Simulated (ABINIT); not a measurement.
**BN in ABINIT: convergence with smearing width**

Input of the first run (smearing width 0.272 eV); the others differ in this setting and in those tied to it:

Contents of run.abi:

```
# Pseudopotentials
pp_dirpath "./"
pseudos "N.upf, B.upf"

# Structure
acell 3*1.0
rprim
     4.7209893936     0.0000000000     0.0000000000
    -2.3604946968     4.0884967459     0.0000000000
     0.0000000000     0.0000000000    12.5396556452
ntypat 2
znucl 7 5
natom 4
typat 1 1 2 2
xred
     0.6666666667     0.3333333333     0.2500000000
     0.3333333333     0.6666666667     0.7500000000
     0.6666666667     0.3333333333     0.7500000000
     0.3333333333     0.6666666667     0.2500000000

# Plane-wave basis
ecut 42.0

# k points
kptopt 1
ngkpt 12 12 4
nshiftk 1
shiftk 0.0 0.0 0.0

# Exchange and correlation
ixc 11

# Bands and occupations
nband 12
occopt 3
tsmear 0.272 eV

# SCF cycle
nstep 100
tolvrs 1.0e-10

# Output
iomode 3
prtwf 0
prtden 0
prteig 0
prtebands 0
enunit 2
```

Potentials or basis: PseudoDojo NC SR PBE v0.4.1 standard.

The run is started by

```sh
$ abinit run.abi > log 2>&1
```

Hardware: 1 thread of Intel(R) Xeon(R) Platinum 8259CL CPU @ 2.50GHz (Skylake/Cascade Lake), with other jobs on the host.

```
smearing width  energy less the tightest run, at zero smearing (meV/atom)  SCF cycles  CPU time (s)  peak memory (GiB)
      0.272 eV                                                       0.04          10            96                0.1
        0.2 eV                                                       0.00          10            91                0.1
      0.136 eV                                                       0.00          10           100                0.1
        0.1 eV                                                       0.00          10            92                0.1
       0.05 eV                                                       0.00          10            96                0.1
      0.025 eV                                                       0.00          10            80                0.1
       0.01 eV                                                       0.00          10           110                0.1
```

Against the tightest run, the energy stays within 1 meV/atom from 0.272 eV on. The tightest run that finished is the yardstick and may itself not be fully converged.
